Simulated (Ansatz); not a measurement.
**(110) slab of zincblende AlN, 13.9 Å thick as cut, bare faces, part 1 of 2**

Wanted: surface relaxation, gap and band-edge positions (PBEsol and HSE06).

Program: Ansatz 0.2.0, PAW, plane waves. These are calculated values, not measurements.

### 1 Starting point

20 atoms (10 Al, 10 N); a = 3.096 Å, b = 4.378 Å, c = 26.930 Å, α = 90.00°, β = 90.00°, γ = 90.00°. All atoms were shaken off their sites by about 0.02 Å along each axis.

Plan of the steps: (2) PBEsol relaxation at a 6×4×1 mesh, on 8 threads of Intel Xeon 6975P-C; (3) HSE06 single point at a 4×3×1 mesh, on 8 threads of Intel Xeon 6975P-C.

### 2 PBEsol relaxation in the fixed cell

in.yaml reads:

```yaml
crystal:
  lattice:
    - [2.188861, -2.188861, 0.000000]
    - [0.000000, 0.000000, 4.377722]
    - [-19.042262, -19.042262, 0.000000]
  atoms:
    - { symbol: Al, position: [0.000129, 0.007034, 0.701121] }
    - { symbol: Al, position: [0.002126, 0.996566, 0.470608] }
    - { symbol: Al, position: [0.005197, 0.001467, 0.241101] }
    - { symbol: Al, position: [0.008558, 0.994471, 0.585474] }
    - { symbol: Al, position: [0.010777, 0.009181, 0.355662] }
    - { symbol: Al, position: [0.492838, 0.498225, 0.644833] }
    - { symbol: Al, position: [0.506796, 0.499199, 0.413011] }
    - { symbol: Al, position: [0.510383, 0.498107, 0.758647] }
    - { symbol: Al, position: [0.500841, 0.497923, 0.529173] }
    - { symbol: Al, position: [0.500424, 0.503033, 0.298562] }
    - { symbol: N, position: [0.005341, 0.256913, 0.643301] }
    - { symbol: N, position: [0.997303, 0.236896, 0.413555] }
    - { symbol: N, position: [0.993607, 0.253676, 0.758180] }
    - { symbol: N, position: [0.003161, 0.258165, 0.529161] }
    - { symbol: N, position: [0.998919, 0.252573, 0.298823] }
    - { symbol: N, position: [0.491516, 0.752467, 0.586669] }
    - { symbol: N, position: [0.503339, 0.750209, 0.356093] }
    - { symbol: N, position: [0.503559, 0.748395, 0.700216] }
    - { symbol: N, position: [0.500835, 0.747207, 0.471857] }
    - { symbol: N, position: [0.501432, 0.747664, 0.240934] }
kpoints:
  mp_grid: { grid: [6, 4, 1] }
hamiltonian:
  xc: pbesol
scf:
  occupations: { method: fermi_dirac, width: 0.01 }
relax:
  f_tol: 0.03
  max_steps: 80
  escape_saddle: false
  adjacent_minimum: "off"
output:
  forces: true
  eigenvalues: true
  populations: true
```

Run with:

```
> ansatz run in.yaml --threads 8 --pin off --max-ram 17100MiB --runs-dir r --events-out ev --progress --plain
```

Standard output:

```text
Pseudopotentials: kind: paw
Functional definition: PBEsol
  exchange = pbesol_x
  correlation = pbesol_c
Crystal: 20 atoms, lattice volume = 364.934 Å³
Basis set: ecut = 420 eV, 7091 PW (Γ), exchange–correlation on 48×60×384 points (8 copies of the dense FFT grid, shifted against one another)
Bands: 60, of which v1, the nominal top of the filled ones, is band 40 counted from 1 (39 counted from 0)
Symmetry: 1 space group operations
Space group: P1 (ITA 1), of the structure as read, at distance tolerance 7.1e-5 Å
k-points: 14 of 24 (time reversal used)
Non-local potential: Al, projectors of the file, l = 0: 2, l = 1: 2, l = 2: 1
Non-local potential: N, projectors of the file, l = 0: 2, l = 1: 2, l = 2: 1
PAW form: soft (Blöchl's): semilocal exchange-correlation on the pseudo side does not see the compensation charge
PAW frozen core: Al, regenerated for the run's functional, and the local potential with it (the file was generated under x = pbe(κ = 0.804, μ = 0.2195149727645171), c = pbe(β = 0.06672455060314922))
PAW frozen core: N, regenerated for the run's functional, and the local potential with it (the file was generated under x = pbe(κ = 0.804, μ = 0.2195149727645171), c = pbe(β = 0.06672455060314922))
PAW one-centre angular grid: Al, 110 points (default); XC on 64 Gauss nodes
PAW one-centre angular grid: N, 110 points (default); XC on 64 Gauss nodes
Initial density: superposition of atomic densities (neutral atoms: chi_scale 0, normalization atom), corrected by the library's trained network
Initial wavefunctions: pseudopotential atomic-orbital guess
Functional: x = pbesol(κ = 0.804, μ = 0.12345679012345678), c = pbesol(β = 0.046)
SCF iter   1: F=—  HF=-9053.948435 eV  |F-HF|=—  |Δ(HF+E_count)|=         —  Δρ=7.83e-3  dr2=2.29e-1  ethr=1.77e-3  ⟨swp⟩=11.3  Hψ=5203  notcnv=0  defer=96
preconditioner: auto → Resta (q_TF=auto, 2.119 Å⁻¹)  ε∞=3.2  [insulator: Δε(μ)=1.476 eV  Ē_g=11.734 eV  σ=0.010 eV  W_gap=1.00  n_scr=54 (ndim 8)  ℏωp=17.4 eV  f_vac=0.359  D(μ)=0.00/eV (n_scr^D=0)  ε∞_Penn≈3.2  vacuum switching on, ρ_ref=1.0e-2 e/Å³]
SCF iter   2: F=—  HF=-9053.888121 eV  |F-HF|=—  |Δ(HF+E_count)|=   6.03e-2  Δρ=1.83e-3  dr2=1.14e-2  ethr=2.87e-4  ⟨swp⟩=2.1  Hψ=1464  notcnv=0  defer=197
SCF iter   3: F=—  HF=-9053.886740 eV  |F-HF|=—  |Δ(HF+E_count)|=   1.38e-3  Δρ=8.48e-4  dr2=2.05e-3  ethr=1.42e-5  ⟨swp⟩=3.0  Hψ=1272  notcnv=0  defer=197
SCF iter   4: F=—  HF=-9053.887002 eV  |F-HF|=—  |Δ(HF+E_count)|=   2.62e-4  Δρ=4.71e-4  dr2=9.07e-4  ethr=2.56e-6  ⟨swp⟩=2.6  Hψ=1354  notcnv=0  defer=197
SCF iter   5: F=—  HF=-9053.886953 eV  |F-HF|=—  |Δ(HF+E_count)|=   4.97e-5  Δρ=1.05e-4  dr2=4.08e-5  ethr=1.13e-6  ⟨swp⟩=2.9  Hψ=1264  notcnv=0  defer=197
SCF iter   6: F=-9053.886970 eV  HF=-9053.886969 eV  |F-HF|=1.30e-6  |Δ(HF+E_count)|=   1.58e-5  Δρ=2.99e-5  dr2=3.17e-6  ethr=2.81e-8  ⟨swp⟩=23.8  Hψ=6346  notcnv=0
SCF 1 converged in 6 iterations: F = -9053.886970 eV  dr2 = 3.17e-6
relax step   1: F+E_penalty+E_count = -9053.88696984 eV  Δ(F+E_penalty+E_count) = +0.000e0 eV  max|allowed force component| = 2.589e0 eV/Å  Δτ_max = 0.0000 Å  (6 SCF iters, dr2 threshold 2.25e-5 eV, accepted)
Initial density: handed on by an earlier stage of this run
Initial wavefunctions: those handed on with the density
iter 1 solved again at ethr=3.73e-4 eV; its pass at ethr=3.10e-3 eV (dr2=2.98e-1 eV) is discarded
SCF iter   1: F=—  HF=-9054.743459 eV  |F-HF|=—  |Δ(HF+E_count)|=         —  Δρ=6.87e-3  dr2=2.99e-1  ethr=3.73e-4  ⟨swp⟩=1.8  Hψ=3224  notcnv=0  defer=204
preconditioner: auto → Resta (q_TF=auto, 2.119 Å⁻¹)  ε∞=3.1  [insulator: Δε(μ)=2.447 eV  Ē_g=12.010 eV  σ=0.010 eV  W_gap=1.00  n_scr=54 (ndim 8)  ℏωp=17.4 eV  f_vac=0.374  D(μ)=0.00/eV (n_scr^D=0)  ε∞_Penn≈3.1  vacuum switching on, ρ_ref=1.0e-2 e/Å³]
SCF iter   2: F=—  HF=-9054.699150 eV  |F-HF|=—  |Δ(HF+E_count)|=   4.43e-2  Δρ=3.62e-3  dr2=5.26e-2  ethr=3.73e-4  ⟨swp⟩=2.9  Hψ=1212  notcnv=0  defer=204
SCF iter   3: F=—  HF=-9054.696177 eV  |F-HF|=—  |Δ(HF+E_count)|=   2.97e-3  Δρ=1.66e-3  dr2=1.50e-2  ethr=6.57e-5  ⟨swp⟩=2.9  Hψ=1498  notcnv=0  defer=200
SCF iter   4: F=—  HF=-9054.698602 eV  |F-HF|=—  |Δ(HF+E_count)|=   2.42e-3  Δρ=4.46e-4  dr2=1.15e-3  ethr=1.88e-5  ⟨swp⟩=3.0  Hψ=1110  notcnv=0  defer=200
SCF iter   5: F=—  HF=-9054.699195 eV  |F-HF|=—  |Δ(HF+E_count)|=   5.93e-4  Δρ=2.42e-4  dr2=3.02e-4  ethr=1.43e-6  ⟨swp⟩=2.0  Hψ=1292  notcnv=0  defer=200
SCF iter   6: F=-9054.699255 eV  HF=-9054.699246 eV  |F-HF|=8.61e-6  |Δ(HF+E_count)|=   5.15e-5  Δρ=7.45e-5  dr2=1.81e-5  ethr=1.25e-7  ⟨swp⟩=19.7  Hψ=6368  notcnv=0
SCF 2 converged in 6 iterations: F = -9054.699255 eV  dr2 = 1.81e-5
relax step   2: F+E_penalty+E_count = -9054.69925501 eV  Δ(F+E_penalty+E_count) = -8.123e-1 eV  max|allowed force component| = 1.513e0 eV/Å  Δτ_max = 0.1945 Å  (6 SCF iters, dr2 threshold 1.00e-4 eV, accepted)
SCF iter   1: F=—  HF=-9055.135039 eV  |F-HF|=—  |Δ(HF+E_count)|=         —  Δρ=8.20e-3  dr2=3.42e-1  ethr=1.39e-3  ⟨swp⟩=3.7  Hψ=2093  notcnv=0  defer=204
preconditioner: auto → Resta (q_TF=auto, 2.119 Å⁻¹)  ε∞=3.0  [insulator: Δε(μ)=2.814 eV  Ē_g=12.194 eV  σ=0.010 eV  W_gap=1.00  n_scr=54 (ndim 8)  ℏωp=17.4 eV  f_vac=0.376  D(μ)=0.00/eV (n_scr^D=0)  ε∞_Penn≈3.0  vacuum switching on, ρ_ref=1.1e-2 e/Å³]
SCF iter   2: F=—  HF=-9055.034200 eV  |F-HF|=—  |Δ(HF+E_count)|=   1.01e-1  Δρ=3.37e-3  dr2=5.74e-2  ethr=4.28e-4  ⟨swp⟩=2.1  Hψ=1446  notcnv=0  defer=204
SCF iter   3: F=—  HF=-9055.018704 eV  |F-HF|=—  |Δ(HF+E_count)|=   1.55e-2  Δρ=1.64e-3  dr2=1.12e-2  ethr=7.18e-5  ⟨swp⟩=2.4  Hψ=1176  notcnv=0  defer=204
SCF iter   4: F=—  HF=-9055.015695 eV  |F-HF|=—  |Δ(HF+E_count)|=   3.01e-3  Δρ=3.92e-4  dr2=4.66e-4  ethr=1.41e-5  ⟨swp⟩=2.9  Hψ=1419  notcnv=0  defer=204
SCF iter   5: F=—  HF=-9055.015697 eV  |F-HF|=—  |Δ(HF+E_count)|=   2.16e-6  Δρ=1.50e-4  dr2=8.15e-5  ethr=1.25e-7  ⟨swp⟩=19.9  Hψ=6249  notcnv=0
SCF iter   6: F=-9055.015701 eV  HF=-9055.015702 eV  |F-HF|=8.86e-8  |Δ(HF+E_count)|=   4.04e-6  Δρ=4.18e-5  dr2=5.85e-6  ethr=1.02e-7  ⟨swp⟩=8.9  Hψ=3823  notcnv=0
SCF 3 converged in 6 iterations: F = -9055.015701 eV  dr2 = 5.85e-6
relax step   3: F+E_penalty+E_count = -9055.01570144 eV  Δ(F+E_penalty+E_count) = -3.164e-1 eV  max|allowed force component| = 3.739e-1 eV/Å  Δτ_max = 0.0956 Å  (6 SCF iters, dr2 threshold 1.00e-4 eV, accepted)
SCF iter   1: F=—  HF=-9055.031491 eV  |F-HF|=—  |Δ(HF+E_count)|=         —  Δρ=1.53e-3  dr2=1.24e-2  ethr=2.79e-4  ⟨swp⟩=2.9  Hψ=1668  notcnv=0  defer=201
preconditioner: auto → Resta (q_TF=auto, 2.119 Å⁻¹)  ε∞=3.0  [insulator: Δε(μ)=2.724 eV  Ē_g=12.190 eV  σ=0.010 eV  W_gap=1.00  n_scr=54 (ndim 8)  ℏωp=17.4 eV  f_vac=0.376  D(μ)=0.00/eV (n_scr^D=0)  ε∞_Penn≈3.0  vacuum switching on, ρ_ref=1.1e-2 e/Å³]
SCF iter   2: F=—  HF=-9055.028153 eV  |F-HF|=—  |Δ(HF+E_count)|=   3.34e-3  Δρ=6.29e-4  dr2=1.79e-3  ethr=1.55e-5  ⟨swp⟩=2.9  Hψ=1423  notcnv=0  defer=201
SCF iter   3: F=—  HF=-9055.027643 eV  |F-HF|=—  |Δ(HF+E_count)|=   5.10e-4  Δρ=3.32e-4  dr2=3.62e-4  ethr=2.24e-6  ⟨swp⟩=2.4  Hψ=1150  notcnv=0  defer=201
SCF iter   4: F=—  HF=-9055.027580 eV  |F-HF|=—  |Δ(HF+E_count)|=   6.30e-5  Δρ=9.77e-5  dr2=4.08e-5  ethr=4.52e-7  ⟨swp⟩=2.0  Hψ=1187  notcnv=0  defer=201
SCF iter   5: F=-9055.027575 eV  HF=-9055.027579 eV  |F-HF|=3.87e-6  |Δ(HF+E_count)|=   7.87e-7  Δρ=4.13e-5  dr2=7.53e-6  ethr=1.09e-8  ⟨swp⟩=19.3  Hψ=5739  notcnv=0
SCF 4 converged in 5 iterations: F = -9055.027575 eV  dr2 = 7.53e-6
relax step   4: F+E_penalty+E_count = -9055.02757512 eV  Δ(F+E_penalty+E_count) = -1.187e-2 eV  max|allowed force component| = 6.870e-2 eV/Å  Δτ_max = 0.0206 Å  (5 SCF iters, dr2 threshold 8.74e-6 eV, accepted)
SCF iter   1: F=—  HF=-9055.028591 eV  |F-HF|=—  |Δ(HF+E_count)|=         —  Δρ=3.40e-4  dr2=9.35e-4  ethr=5.75e-6  ⟨swp⟩=2.9  Hψ=1749  notcnv=0  defer=201
preconditioner: auto → Resta (q_TF=auto, 2.119 Å⁻¹)  ε∞=3.0  [insulator: Δε(μ)=2.760 eV  Ē_g=12.180 eV  σ=0.010 eV  W_gap=1.00  n_scr=54 (ndim 8)  ℏωp=17.4 eV  f_vac=0.376  D(μ)=0.00/eV (n_scr^D=0)  ε∞_Penn≈3.0  vacuum switching on, ρ_ref=1.1e-2 e/Å³]
SCF iter   2: F=—  HF=-9055.028364 eV  |F-HF|=—  |Δ(HF+E_count)|=   2.28e-4  Δρ=1.35e-4  dr2=9.94e-5  ethr=1.17e-6  ⟨swp⟩=2.8  Hψ=1391  notcnv=0  defer=201
SCF iter   3: F=—  HF=-9055.028270 eV  |F-HF|=—  |Δ(HF+E_count)|=   9.36e-5  Δρ=7.72e-5  dr2=2.23e-5  ethr=1.24e-7  ⟨swp⟩=2.1  Hψ=1116  notcnv=0  defer=201
SCF iter   4: F=—  HF=-9055.028267 eV  |F-HF|=—  |Δ(HF+E_count)|=   3.51e-6  Δρ=2.37e-5  dr2=2.10e-6  ethr=2.79e-8  ⟨swp⟩=2.0  Hψ=1087  notcnv=0  defer=201
SCF iter   5: F=—  HF=-9055.028267 eV  |F-HF|=—  |Δ(HF+E_count)|=   1.90e-7  Δρ=8.49e-6  dr2=3.02e-7  ethr=2.63e-9  ⟨swp⟩=2.3  Hψ=1267  notcnv=0  defer=201
SCF iter   6: F=-9055.028267 eV  HF=-9055.028267 eV  |F-HF|=5.42e-10  |Δ(HF+E_count)|=   2.14e-9  Δρ=2.51e-6  dr2=2.45e-8  ethr=1.25e-10  ⟨swp⟩=15.3  Hψ=4750  notcnv=0
SCF 5 converged in 6 iterations: F = -9055.028267 eV  dr2 = 2.45e-8
relax step   5: F+E_penalty+E_count = -9055.02826682 eV  Δ(F+E_penalty+E_count) = -6.917e-4 eV  max|allowed force component| = 7.831e-3 eV/Å  Δτ_max = 0.0046 Å  (6 SCF iters, accepted)
SCF converged after 6 iterations
Free energy (F): -9055.028267 eV
Harris-Foulkes:  -9055.028267 eV  (|F-HF|=5.42e-10)
Internal energy: -9055.028267 eV  (E = F + TS)
E sigma→0 (E₀):  -9055.028267 eV
Fermi energy:    3.150072 eV
--- Per-component energies (eV) ---
  E_band       = -290.817158
  E_kinetic    = 1579.463405
  E_local      = -37408.813929  (includes V_loc(G=0)·N_el)
  E_nonlocal   = 558.499852
  E_hartree    = 18140.992367
  E_xc         = -1002.963726
  E_vxc        = -1069.217201  (∫ρ·V_xc dr)
  E_paw        = -5777.288611  (= ΣΔE_a)
  E_vpaw       = -232.745565  (= ΣTr[D̂ρ^β])
  E_aug_tail   = 0.000934  (compensation charges beyond the density's cutoff)
  E_ewald      = 14854.609062
  E_core_change = 0.472378  (= ΣΔE_core)
  E_smearing   = -0.000000  (= −TS)
  E_closure    = 0.000000  (closes the sum)
  Σ components = -9055.028267   (vs F -9055.028267, Δ=0.00e0)
--- Forces (eV/Å), atoms counted from 1 ---
  atom   1  Al     0.00159427     0.00163078     0.00053523
  atom   2  Al     0.00225616     0.00286907     0.00136623
  atom   3  Al     0.00275734     0.00034365    -0.00486834
  atom   4  Al     0.00593382     0.00604205    -0.00008550
  atom   5  Al    -0.00045862     0.00070883    -0.00530632
  atom   6  Al     0.00550625     0.00528490     0.00018975
  atom   7  Al     0.00164264     0.00239968    -0.00232671
  atom   8  Al    -0.00061782    -0.00276672    -0.00287494
  atom   9  Al     0.00292049     0.00343070     0.00079732
  atom  10  Al    -0.00146978    -0.00068563    -0.00289629
  atom  11  N     -0.00540674    -0.00523349     0.00079289
  atom  12  N     -0.00243841    -0.00337946     0.00082775
  atom  13  N      0.00040274     0.00195567     0.00006116
  atom  14  N     -0.00490741    -0.00528620    -0.00095844
  atom  15  N     -0.00306489    -0.00363359     0.00783290
  atom  16  N     -0.00507445    -0.00522647    -0.00176070
  atom  17  N      0.00206828     0.00221546     0.00174197
  atom  18  N      0.00072773     0.00088281     0.00495366
  atom  19  N     -0.00289272    -0.00333906    -0.00037857
  atom  20  N      0.00050217     0.00178630     0.00239635
  max |Σ_I F_I| component: 3.94e-5 eV/Å
--- Band table (eV; the first three rows and the last of 14) ---
  k-point 0: bands = ["-13.5804", "-13.3359", "-12.9524", "-12.4376", "-11.8285", "-11.3030", "-11.0226", "-10.9603", "-10.8055", "-10.7974", "-3.5894", "-3.3291", "-3.0712", "-3.0673", "-2.9207", "-2.4545", "-2.3449", "-2.1678", "-1.5401", "-1.4638", "-1.3476", "-0.6561", "-0.4900", "-0.4826", "-0.4335", "-0.3312", "-0.0931", "0.1698", "0.2339", "0.3949", "0.6097", "0.7914", "0.8937", "1.0158", "1.0440", "1.1519", "1.2251", "1.2451", "1.4546", "1.4747", "4.5321", "4.6458", "4.7676", "5.4113", "6.0676", "6.3119", "7.0091", "7.2739", "7.3803", "7.8960", "8.1366", "8.4453", "9.0782", "9.5813", "9.9502", "10.1058", "10.5578", "10.8461", "10.8671", "10.9106"]
  k-point 1: bands = ["-13.2818", "-13.0523", "-12.6993", "-12.2410", "-11.7342", "-11.4596", "-11.3888", "-11.3696", "-11.0637", "-11.0510", "-3.9825", "-3.9629", "-3.5268", "-3.4312", "-3.1041", "-3.0571", "-2.4349", "-1.6326", "-1.0050", "-0.8310", "-0.8088", "-0.6103", "-0.2690", "-0.2026", "-0.1880", "-0.1346", "0.0743", "0.3267", "0.3558", "0.4407", "0.6660", "0.7568", "0.8628", "0.9166", "0.9470", "0.9653", "0.9732", "0.9847", "1.4279", "1.4439", "5.2349", "5.2483", "5.6045", "6.1558", "6.8330", "6.9343", "7.4418", "7.7256", "7.8295", "8.2672", "8.3371", "8.5593", "9.2208", "9.4002", "9.5650", "10.1236", "10.4236", "10.5150", "10.8976", "10.9000"]
  k-point 2: bands = ["-12.4848", "-12.4823", "-12.2961", "-12.2957", "-12.0308", "-12.0306", "-11.7558", "-11.7550", "-11.2559", "-11.2492", "-4.4080", "-4.4070", "-3.8021", "-3.8015", "-2.9783", "-2.9778", "-2.1468", "-2.1454", "-1.4854", "-1.4803", "0.2781", "0.2806", "0.2817", "0.2817", "0.3806", "0.3812", "0.3866", "0.3873", "0.5093", "0.5103", "0.5277", "0.5294", "0.6531", "0.6539", "0.6810", "0.6820", "0.7957", "0.8016", "1.4327", "1.4396", "5.6570", "5.6626", "7.1833", "7.1877", "7.6925", "7.6931", "8.2749", "8.2757", "8.5439", "8.5482", "8.6542", "8.6596", "9.2878", "9.2896", "9.6855", "9.6864", "10.6567", "10.6575", "10.7712", "10.7728"]
  k-point 13: bands = ["-11.5812", "-11.5776", "-11.4227", "-11.4222", "-11.2099", "-11.2096", "-11.0071", "-11.0068", "-10.4720", "-10.4652", "-4.5528", "-4.5511", "-4.2704", "-4.2703", "-3.7873", "-3.7865", "-3.1403", "-3.1392", "-2.5238", "-2.5208", "-2.0731", "-2.0721", "-1.5382", "-1.5381", "-1.0434", "-1.0432", "-0.7304", "-0.7302", "-0.3665", "-0.3657", "0.0568", "0.0572", "0.2835", "0.2849", "0.5387", "0.5391", "0.7185", "0.7221", "1.7580", "1.7649", "6.0234", "6.0300", "7.2717", "7.2747", "7.6987", "7.6989", "8.4408", "8.4420", "8.8727", "8.8743", "9.3634", "9.3655", "9.7409", "9.7424", "10.4147", "10.4165", "10.6696", "10.6697", "11.2309", "11.2341"]
--- Relaxed structure (5 steps of the walk, 5 accepted, 0 SCFs on fresh bases) ---
  F+E_penalty+E_count = -9055.02826682 eV   max|allowed force component| = 7.831e-3 eV/Å
  atoms:
    - { symbol: Al, position: [0.0017824950914970827, 0.0035035891561139283, 0.7027879412364718] }
    - { symbol: Al, position: [0.0019102533244517161, 1.0035949871123198, 0.47116271051798364] }
    - { symbol: Al, position: [0.0018122611471089733, -0.03895607546062332, 0.24861612000280464] }
    - { symbol: Al, position: [0.001847580922344605, 1.004141935434951, 0.5862215854980184] }
    - { symbol: Al, position: [0.0019444463923530275, 0.0032734030364363837, 0.3566017620806404] }
    - { symbol: Al, position: [0.501813570030818, 0.5031886196527767, 0.6431015038246011] }
    - { symbol: Al, position: [0.5019280372283064, 0.5041817681617438, 0.41348442899587434] }
    - { symbol: Al, position: [0.5017435968988244, 0.46098944404895326, 0.7510833251515525] }
    - { symbol: Al, position: [0.5018837942653294, 0.5035932365141998, 0.5285337928342397] }
    - { symbol: Al, position: [0.5018818094709148, 0.5035729356147292, 0.2969163096363291] }
    - { symbol: N, position: [0.0018167097228731777, 0.2526196915902608, 0.6436809455787884] }
    - { symbol: N, position: [1.0019146983257217, 0.25407475334374513, 0.4136897278389946] }
    - { symbol: N, position: [1.001758922296049, 0.26162685092552923, 0.7581119569959904] }
    - { symbol: N, position: [0.0018765404631855276, 0.25369980132068926, 0.528589083370945] }
    - { symbol: N, position: [1.001872283532837, 0.25710676068922605, 0.2983938105366949] }
    - { symbol: N, position: [0.5018454705281403, 0.7540594944104174, 0.5859966753595619] }
    - { symbol: N, position: [0.5019358773820659, 0.7526605557120354, 0.35601759157508905] }
    - { symbol: N, position: [0.5017834730067792, 0.75707784111151, 0.7013002617331979] }
    - { symbol: N, position: [0.5019017286520508, 0.7537085948227824, 0.47109499785871495] }
    - { symbol: N, position: [0.5018274513183505, 0.7616528128022039, 0.24159646937350704] }
--- Löwdin populations: 20 sites ---
  site symbol       q [e]
     0     Al      1.9560
     1     Al      1.9494
     2     Al      1.8373
     3     Al      1.9507
     4     Al      1.9577
     5     Al      1.9577
     6     Al      1.9506
     7     Al      1.8373
     8     Al      1.9494
     9     Al      1.9560
    10      N      5.9872
    11      N      5.9886
    12      N      6.0266
    13      N      5.9887
    14      N      6.0097
    15      N      5.9886
    16      N      5.9872
    17      N      6.0097
    18      N      5.9887
    19      N      6.0266
  spilling = 0.008702 (of n_electrons = 80.000000)
```

Run time: 11 s. Hardware: 8 threads of Intel Xeon 6975P-C, shared host; peak memory 1.3 GiB.

Step by step:

| accepted step | energy change (eV) | largest force component (eV/Å) | SCF cycles |
| --- | --- | --- | --- |
| 1 | 0.000 | 2.589 | 6 |
| 2 | -0.812 | 1.513 | 6 |
| 3 | -1.129 | 0.374 | 6 |
| 4 | -1.141 | 0.069 | 5 |
| 5 | -1.141 | 0.008 | 6 |

Largest shifts, less the median shift:

| atom | shift (Å) | dx | dy | dz |
| --- | --- | --- | --- | --- |
| Al3 | 0.285 | -0.153 | -0.137 | -0.198 |
| Al8 | 0.273 | 0.122 | 0.162 | -0.183 |
| Al5 | 0.062 | -0.040 | 0.000 | -0.047 |
| Al1 | 0.060 | -0.031 | -0.036 | -0.036 |
| N12 | 0.056 | 0.005 | -0.014 | 0.054 |
| Al6 | 0.051 | 0.050 | 0.012 | 0.001 |
| Al10 | 0.046 | 0.032 | 0.027 | -0.018 |
| N20 | 0.045 | -0.015 | -0.014 | 0.040 |

Bonds in the relaxed cell, counted within a distance cut:

| pair | count | mean (Å) | spread (Å) | least | most |
| --- | --- | --- | --- | --- | --- |
| Al–N | 38 | 1.883 | 0.036 | 1.787 | 1.929 |

Spacing of the frontier levels at a 6×4×1 mesh: 2.77 eV (1.765 to 4.532 eV).

The top filled level lies 5.72 eV and the lowest empty level 2.95 eV below the vacuum level.

(Continued in part 2 of 2.)
